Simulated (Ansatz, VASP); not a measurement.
# Two plane-wave programs on HgSe (e600)

```
CELL_PARAMETERS angstrom
0.00000 3.13005 3.13005
3.13005 0.00000 3.13005
3.13005 3.13005 0.00000
ATOMIC_POSITIONS crystal
Hg 0.00000 0.00000 0.00000
Se 0.25000 0.25000 0.25000
```

Alike in both runs: functional PBE; k mesh 12 × 12 × 12; occupations gaussian, width 0.1 eV; no spin polarisation.

Ansatz relaxed the structure, and its values are those at the end. VASP's run is a single point on that final structure, the one shown.

```csv
,VASP,Ansatz
version,VASP 6.6.1,Ansatz 0.2.0
potentials or method,"VASP PAW PBE potentials, release 64 (Hg, Se)","scalar-relativistic, plane waves, PAW"
plane-wave cutoff (eV),520,600
valence electrons in the cell,18,36
```

```csv
,VASP,Ansatz,Ansatz less VASP
gap on the k mesh at the Fermi level (eV),none,none,-
pressure (GPa),0.2,0.0,-0.19
```

A gap of «none» marks a metal or a gap that the smearing closes. The functional is the same, so the differences come from potentials, cutoffs and numerics. The two sets of potentials don't hold the same shells in valence.

Spin-orbit coupling is left out, which matters for the levels of Hg.
